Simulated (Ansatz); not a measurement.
# Arsenic, diamond under PBE: structure, energy and stiffness

Aim: take arsenic in the diamond structure, relax it, solve it on a dense k-mesh, switch on spin-orbit coupling, then scale the cell to 7 volumes from 88 to 112 % of the relaxed one and try a fit of the equation of state. The k-meshes are 9×9×9 for the relaxation; 15×15×15 for the dense run; 9×9×9 for spin-orbit coupling; 10×10×10 for the volumes.

Program: Ansatz 0.2.0. Level of theory: DFT PBE, plane waves (420 eV) with PAW, scalar-relativistic. These are calculated values, not measurements.

## (1) The structure to begin with

Symmetry: Fd-3m, No. 227, cubic system. Conventional cell: a = 5.825 Å, b = 5.825 Å, c = 5.825 Å, α = 90.00°, β = 90.00°, γ = 90.00°. As (site symmetry -43m) is surrounded by 4 As at 2.52 Å.

Structure file:

```cif
data_structure
_symmetry_space_group_name_H-M 'Fd-3m:1'
_symmetry_Int_Tables_number 227
_cell_length_a 5.8250
_cell_length_b 5.8250
_cell_length_c 5.8250
_cell_angle_alpha 90.000
_cell_angle_beta 90.000
_cell_angle_gamma 90.000
_cell_volume 197.65
loop_
_atom_site_label
_atom_site_type_symbol
_atom_site_symmetry_multiplicity
_atom_site_Wyckoff_symbol
_atom_site_fract_x
_atom_site_fract_y
_atom_site_fract_z
_atom_site_occupancy
As1 As 8 b 0.75000 0.75000 0.75000 1
```

## (2) Relaxing cell and atoms

input.yaml

```yaml
crystal:
  lattice:
    - [0.0, 2.912520124, 2.912520124]
    - [2.912520124, 0.0, 2.912520124]
    - [2.912520124, 2.912520124, 0.0]
  atoms:
    - { symbol: As, position: [0.125, 0.125, 0.125] }
    - { symbol: As, position: [0.875, 0.875, 0.875] }
hamiltonian:
  xc: pbe
  pseudopotentials:
    kind: paw
    azcp:
      As: "pseudopotentials/As.paw.azcp"
basis:
  ecutwfc: 420
  fft_grid_basis: typed
kpoints:
  mp_grid: { grid: [9, 9, 9], shift: [0, 0, 0] }
magnetization:
  spin_polarized: false
scf:
  occupations: { method: fermi_dirac, width: 0.1 }
relax:
  max_steps: 60
  f_tol: 0.01
  cell: {}
```

The run is started by

```
ansatz run input.yaml --threads 1 --pin off --max-ram 3584MiB --backend cpu --events-out ev --progress --plain --runs-dir out
```

The runs that follow: Single point on a dense mesh; With spin-orbit coupling; Equation of state: 88 %; Equation of state: 92 %; Equation of state: 96 %; Equation of state: 100 %; Equation of state: 104 %; Equation of state: 108 %; Equation of state: 112 %.

Q: Predict the outcome of this session. Wanted: space group; conventional cell; volume; shortest distance; gap on the mesh; relative to grey arsenic; V₀, B₀, B₀′.

**Answer**, as computed:

| quantity | value |
| --- | --- |
| space group (spins left aside) | Fd-3m (No. 227) |
| conventional cell | a = 6.116 Å |
| volume | 28.598 Å³/atom |
| shortest distance | 2.648 Å |
| gap on the mesh | none (levels filled in part) |
| relative to grey arsenic (A7) | +317 meV/atom |
| V₀, B₀, B₀′ | 28.550 Å³/atom, 46 GPa, 3.6 |

The relaxation enlarged the cell by 15.8 % in volume. Against the reference form of arsenic (grey arsenic (A7), computed apart with the same settings) it stands 317 meV/atom higher, so it is far from stable. Levels at the Fermi energy are filled in part, as in a metal. The total energy of the spin-orbit run lies -0.12 eV/atom from the scalar one, but the two kinds of run don't share a zero of energy: only differences within one kind count. The fitted modulus is 46 GPa. Relaxation kept the symmetry; phonons were not checked.
